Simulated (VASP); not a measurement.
# TaC (Fm-3m) in VASP: a series of runs, part 2 of 2

VASP 6.6.1. The steps go on from the part before.

## (3) Relaxation of cell and atoms, PBEsol

Contents of INCAR:

```
ALGO     = Fast           # electronic algorithm
EDIFF    = 1E-7           # SCF threshold, eV
EDIFFG   = -0.005         # ionic threshold
ENCUT    = 300            # plane-wave cutoff, eV
GGA      = PS             # functional
IBRION   = 2              # ionic algorithm
ISIF     = 3              # what is computed and relaxed
ISMEAR   = 0              # smearing method
LASPH    = T              # aspherical terms in the spheres
LCHARG   = F              # write CHGCAR
LREAL    = F              # projectors in reciprocal space
LWAVE    = F              # write WAVECAR
NELM     = 60             # most SCF steps
NSW      = 90             # ionic steps
PREC     = Accurate       # precision mode
SIGMA    = 0.1            # smearing width, eV
```

Contents of KPOINTS:

```
k-points
0
Gamma
  16 16 16
```

Contents of POSCAR:

```
TaC
1.0
    0.0000000000      2.2338976900      2.2338976900
    2.2338976900      0.0000000000      2.2338976900
    2.2338976900      2.2338976900      0.0000000000
Ta C
1 1
Direct
    0.0000000000      0.0000000000      0.0000000000
    0.5000000000      0.5000000000      0.5000000000
```

Potentials or basis: VASP PAW PBE potentials, release 64 (Ta_pv, C).

Launch:

```console
cat potpaw_PBE.64/Ta_pv/POTCAR potpaw_PBE.64/C/POTCAR > POTCAR
mpirun -np 1 vasp_std > vasp.out
```

OUTCAR:

```text
EDIFF = 1E-7
   EDIFFG = -0.005
   ENCUT = 300
   GGA = PS
   IBRION = 2
   ISIF = 3
   ISMEAR = 0
   LASPH = T
   LREAL = F
   NELM = 60
   NSW = 90
   PREC = Accurate

 ion  position               nearest neighbor table
   1  0.000  0.000  0.000-   2 2.23   2 2.23   2 2.23   2 2.23   2 2.23   2 2.23
   2  0.500  0.500  0.500-   1 2.23   1 2.23   1 2.23   1 2.23   1 2.23   1 2.23

  LATTYP: Found a face centered cubic cell.
 ALAT       =     4.4677953800

  Lattice vectors:

 A1 = (   0.0000000000,   2.2338976900,   2.2338976900)
 A2 = (   2.2338976900,   0.0000000000,   2.2338976900)
 A3 = (   2.2338976900,   2.2338976900,   0.0000000000)

Analysis of symmetry for initial positions (statically):
=====================================================================
 Subroutine PRICEL returns:
 Original cell was already a primitive cell.

 Routine SETGRP: Setting up the symmetry group for a
 face centered cubic supercell.

 Subroutine GETGRP returns: Found 48 space group operations
 (whereof 48 operations were pure point group operations)
 out of a pool of 48 trial point group operations.

The static configuration has the point symmetry O_h .

Analysis of symmetry for dynamics (positions and initial velocities):
=====================================================================
 Subroutine PRICEL returns:
 Original cell was already a primitive cell.

 Routine SETGRP: Setting up the symmetry group for a
 face centered cubic supercell.

 Subroutine GETGRP returns: Found 48 space group operations
 (whereof 48 operations were pure point group operations)
 out of a pool of 48 trial point group operations.

The dynamic configuration has the point symmetry O_h .

 Subroutine INISYM returns: Found 48 space group operations
 (whereof 48 operations are pure point group operations),
 and found     1 'primitive' translations

----------------------------------------------------------------------------------------

                                     Primitive cell

  volume of cell :      22.2956

  direct lattice vectors                    reciprocal lattice vectors
     0.000000000  2.233897690  2.233897690    -0.223824037  0.223824037  0.223824037
     2.233897690  0.000000000  2.233897690     0.223824037 -0.223824037  0.223824037
     2.233897690  2.233897690  0.000000000     0.223824037  0.223824037 -0.223824037

  length of vectors
     3.159208410  3.159208410  3.159208410     0.387674605  0.387674605  0.387674605

  position of ions in fractional coordinates (direct lattice)
     0.000000000  0.000000000  0.000000000
     0.500000000  0.500000000  0.500000000

  ion indices of the primitive-cell ions
   primitive index   ion index
                 1           1
                 2           2

----------------------------------------------------------------------------------------

 KPOINTS: k-points

Automatic generation of k-mesh.
 Grid dimensions read from file:
 generate k-points for:   16   16   16

 Generating k-lattice:

  Cartesian coordinates                     Fractional coordinates (reciprocal lattice)
    -0.013989002  0.013989002  0.013989002     0.062500000  0.000000000  0.000000000
     0.013989002 -0.013989002  0.013989002     0.000000000  0.062500000  0.000000000
[... 54 lines left out ...]
   LSORBIT =      F    spin-orbit coupling
   LASPH  =      T    aspherical Exc in radial PAW
   ENCUT  =  300.0 eV  22.05 Ry    4.70 a.u.   4.46  4.46  4.46*2*pi/ulx,y,z
   NELM   =     60;   NELMIN=  2; NELMDL= -5     # of ELM steps
   EDIFF  = 0.1E-06   stopping-criterion for ELM
   LREAL  =      F    real-space projection
   EDIFFG = -.5E-02   stopping-criterion for IOM
   NSW    =     90    number of steps for IOM
   IBRION =      2    ionic relax: 0-MD 1-quasi-New 2-CG
   NFREE  =      1    steps in history (QN), initial steepest desc. (CG)
   ISIF   =      3    stress and relaxation
   ISYM   =      2    0-nonsym 1-usesym 2-fastsym
   POTIM  = 0.5000    time-step for ionic-motion
   TEBEG  =    0.0;   TEEND  =   0.0 temperature during run
   PSTRESS=    0.0 pullay stress
   NELECT =      15.0000    total number of electrons
   NUPDOWN=      -1.0000    fix difference up-down
   EMIN   =  10.00;   EMAX   =-10.00  energy-range for DOS
   EFERMI =   0.00;   METHOD = LEGACY
   ISMEAR =     0;   SIGMA  =   0.10  broadening in eV -4-tet -1-fermi 0-gaus
   EFERMI_NEDOS =   21; number of points for ismear=-14 and -15
   IALGO  =     68    algorithm
   IMIX   =      4    mixing-type and parameters
     AMIX     =   0.40;   BMIX     =  1.00
     AMIX_MAG =   1.60;   BMIX_MAG =  1.00
  volume/ion in A,a.u.               =      11.15        75.23
  Fermi-wavevector in a.u.,A,eV,Ry     =   1.434494  2.710800 27.997689  2.057772
  Thomas-Fermi vector in A             =   2.553896
   LORBIT       =      0    0 simple, 1 ext, 2 COOP (PROOUT), +10 PAW based schemes
   GGA     = PS    functional components
   LHFCALC =     F    Hartree Fock is set to
   AEXX    =    0.0000 exact exchange contribution
   IVDW    =     0    specifies the selected vdW correction
   LEPSILON=     F    determine dielectric tensor
   LRPA    =     F    only Hartree local field effects (RPA)
 conjugate gradient relaxation of ions
 non-spin polarized calculation
 RMM-DIIS sequential band-by-band and
 Gauss-broadening in eV      SIGMA  =   0.10
  energy-cutoff  :      300.00
  volume of cell :       22.30
 maximum number of plane-waves:       274
 NGX is ok and might be reduce to    18
   NGX =  9   NGY =  9   NGZ =  9

--------------------------------------- Ionic step        1  -------------------------------------------

 number of electron      15.0000002 magnetization

 Free energy of the ion-electron system (eV)
  ---------------------------------------------------
  ext. energy  EPLUGINS =         0.00000000
  ---------------------------------------------------
  free energy    TOTEN  =       -23.53002134 eV

  energy without entropy =      -23.52835548  energy(sigma->0) =      -23.52918841

------------------------ aborting loop because EDIFF is reached ----------------------------------------

  FORCE on cell =-STRESS in cart. coord.  units (eV):
  Direction    XX          YY          ZZ          XY          YZ          ZX
  --------------------------------------------------------------------------------------
  -------------------------------------------------------------------------------------
  Total       -1.8406289     -1.8406289     -1.8406289     -0.0000000      0.0000000     -0.0000000
  in kB     -132.2686696   -132.2686696   -132.2686696     -0.0000000      0.0000000     -0.0000000
  external PRESSURE =    -132.2686696 kB  Pullay stress =       0.0000000 kB
[... 95 lines left out ...]
--------------------------------------- Ionic step        4  -------------------------------------------

 number of electron      14.9999996 magnetization

 Free energy of the ion-electron system (eV)
  ---------------------------------------------------
  ext. energy  EPLUGINS =         0.00000000
  ---------------------------------------------------
  free energy    TOTEN  =       -23.56407878 eV

  energy without entropy =      -23.56246976  energy(sigma->0) =      -23.56327427

 E-fermi :   8.5048     XC(G=0): -13.4748

 val. band max:        8.4778469988   @ k =   0.4375   0.1875   0.0625
 cond. band min:       8.5288014254   @ k =   0.1250   0.0625   0.0000
 fundamental gap:      0.0509544266
 Fermi energy:         8.5048439897

 k-point     1 :       0.0000    0.0000    0.0000
  band No.  band energies     occupation
      1     -26.3779      2.00000
      2     -26.3779      2.00000
      3     -26.3779      2.00000
      4      -6.4874      2.00000
      5       7.1233      2.00000
      6       7.1233      2.00000
      7       7.1233      2.00000
      8       8.1072      2.00000
      9       8.1072      2.00000
     10       8.1072      2.00000
     11       9.2020      0.00000
[... 309 lines left out ...]
 k-point    24 :      -0.0625    0.0625    0.0000
  band No.  band energies     occupation
      1     -26.4559      2.00000
      2     -26.3999      2.00000
      3     -26.3806      2.00000
      4      -6.1826      2.00000
      5       6.0213      2.00000
      6       6.1896      2.00000
      7       6.3554      2.00000
      8       7.2977      2.00000
      9       8.2535      1.99962
     10       8.8896      0.00000
     11      10.2298      0.00000

 [... further k-points ...]

------------------------ aborting loop because EDIFF is reached ----------------------------------------

  FORCE on cell =-STRESS in cart. coord.  units (eV):
  Direction    XX          YY          ZZ          XY          YZ          ZX
  --------------------------------------------------------------------------------------
  -------------------------------------------------------------------------------------
  Total       -0.0075025     -0.0075025     -0.0075025      0.0000000      0.0000000      0.0000000
  in kB       -0.5591042     -0.5591042     -0.5591042      0.0000000      0.0000000      0.0000000
  external PRESSURE =      -0.5591042 kB  Pullay stress =       0.0000000 kB
[... 17 lines left out ...]
  FREE ENERGIE OF THE ION-ELECTRON SYSTEM (eV)
  ---------------------------------------------------
  free  energy   TOTEN  =       -23.5640787751 eV

  energy  without entropy=      -23.5624697649  energy(sigma->0) =      -23.56327427

 reached required accuracy - stopping structural energy minimisation
```

It took 33 s on 1 thread of AMD EPYC 9R45 (Zen 5), shared host; peak memory 0.11 GiB.

The run converged, but a check on its numbers failed (symmetry, net force, bounds or a known fault of this set-up), so they aren't taken as properties of the crystal.

Caveat: the cutoff lies under the usual one of these potentials, so the numbers hold a large basis-set error; the PAW data sets were made with another functional, which shifts forces and pressure a little.

## (4) Relaxation of cell and atoms, PBEsol

INCAR: that of step 3 with these lines changed.

```diff
@@ -3,3 +3,3 @@
 EDIFFG   = -0.005         # ionic threshold
-ENCUT    = 300            # plane-wave cutoff, eV
+ENCUT    = 600            # plane-wave cutoff, eV
 GGA      = PS             # functional
```

Contents of KPOINTS:

```
k-points
0
Gamma
  6 6 6
```

POSCAR is that of step 3.

Launch:

```console
cat potpaw_PBE.64/Ta_pv/POTCAR potpaw_PBE.64/C/POTCAR > POTCAR
mpirun -np 1 vasp_std > vasp.out
```

It took 15 s on 1 thread of AMD EPYC 9R45 (Zen 5), shared host; peak memory 0.13 GiB.

It converged, with:

```yaml
Free_energy: -23.5221 eV
Relaxed_volume: 10.95 Å³/atom
Relaxed_cell: a = 3.141 Å, b = 3.141 Å, c = 3.141 Å, α = 60.00°, β = 60.00°, γ = 60.00°
Space_group_after_relaxing_to_0.05_Å: Fm-3m (No. 225)
Energy_gained_by_relaxing: 3.5 meV/atom
Ionic_steps: 4
Pressure_after_relaxing: 0.0 GPa
Band_gap_on_the_k_mesh: none (metal or under the smearing width)
```

Step by step:
```csv
step,energy change (eV),largest force (eV/Å),pressure (GPa),volume (Å³)
1,0.0000,0.0000,-5.76,22.30
2,0.0341,0.0000,15.45,21.03
3,-0.0070,0.0000,-0.08,21.92
4,-0.0070,0.0000,0.03,21.91
```

Final structure:
```cif
data_structure
_symmetry_space_group_name_H-M 'P 1'
_symmetry_Int_Tables_number 1
_cell_length_a 3.1409
_cell_length_b 3.1409
_cell_length_c 3.1409
_cell_angle_alpha 60.000
_cell_angle_beta 60.000
_cell_angle_gamma 60.000
_cell_volume 21.91
loop_
_atom_site_label
_atom_site_type_symbol
_atom_site_fract_x
_atom_site_fract_y
_atom_site_fract_z
_atom_site_occupancy
Ta1 Ta 0.00000 0.00000 0.00000 1
C1 C 0.50000 0.50000 0.50000 1
```

Levels at points of the mesh, in eV from the Fermi level:
| k point | band 6 | band 7 | band 8 | band 9 | band 10 | band 11 |
| --- | --- | --- | --- | --- | --- | --- |
| (0.00, 0.00, 0.00) | -1.29 | -1.29 | -0.41 | -0.41 | -0.41 | 0.73 |
| (0.50, 0.00, 0.00) | -5.47 | -5.47 | 2.85 | 2.85 | 3.83 | 5.48 |
| (0.50, 0.50, 0.00) | -4.56 | -1.70 | -1.70 | 2.73 | 4.25 | 4.25 |

Caveat: the k mesh is coarse (spacing up to 0.41 Å⁻¹), so the values aren't converged; the PAW data sets were made with another functional, which shifts forces and pressure a little. Spin-orbit coupling is left out, which matters for the levels of Ta.

## (5) Single point, PBEsol

Contents of INCAR:

```
ALGO = Fast
EDIFF = 1E-6
ENCUT = 520
GGA = PS
ISIF = 2
ISMEAR = 0
LASPH = True
LCHARG = False
LREAL = False
LWAVE = False
NBANDS = 14
NELM = 60
PREC = Accurate
SIGMA = 0.1
```

Contents of KPOINTS:

```
k-points
0
Gamma
  16 16 16
```

POSCAR is that of step 4.

Launch:

```console
cat potpaw_PBE.64/Ta_pv/POTCAR potpaw_PBE.64/C/POTCAR > POTCAR
mpirun -np 1 vasp_std > vasp.out
```

It took 23 s on 1 thread of AMD EPYC 9R45 (Zen 5), shared host; peak memory 0.14 GiB.

Results (log left out):

```yaml
Free_energy: -23.5212 eV
Pressure: -5.5 GPa
Band_gap_on_the_k_mesh: none (metal or under the smearing width)
```

Levels at points of the mesh, in eV from the Fermi level:
```
           k point  band 5  band 6  band 7  band 8  band 9  band 10  band 11  band 12
(0.00, 0.00, 0.00)   -1.32   -1.32   -1.32   -0.40   -0.40    -0.40     0.66     0.66
(0.50, 0.00, 0.00)   -8.67   -5.40   -5.40    2.71    2.71     3.68     5.39     9.92
(0.50, 0.50, 0.00)   -4.57   -4.51   -1.70   -1.70    2.60     4.07     4.07     6.77
```

Caveat: the PAW data sets were made with another functional, which shifts forces and pressure a little. The run has no spin-orbit coupling, so splittings on Ta are missing.

## (6) Summary

| task | level | cell | k mesh | cutoff (eV) | mesh quality | gap on the mesh (eV) | pressure (GPa) | relaxed volume (Å³/atom) |
| --- | --- | --- | --- | --- | --- | --- | --- | --- |
| relaxation of cell and atoms | PBE+D3(BJ) | relaxed | 16 × 16 × 16 | 600 | not flagged | none | 0.0 | 11.00 |
| relaxation of cell and atoms | PBEsol | relaxed | 6 × 6 × 6 | 600 | coarse | none | 0.0 | 10.95 |
| single point | PBEsol | as given | 16 × 16 × 16 | 520 | not flagged | none | -5.5 | - |

Alike in all rows: potentials or basis VASP PAW PBE potentials, release 64 (Ta_pv, C); no spin polarisation; smearing gaussian 0.1 eV.

Caveats: some runs use coarse meshes; the PAW data sets were made with another functional, which shifts forces and pressure a little (some runs); pairwise dispersion overbinds metals, which lowers pressure and volume (some runs).

Absolute energies hang on the potentials; compare differences alone.
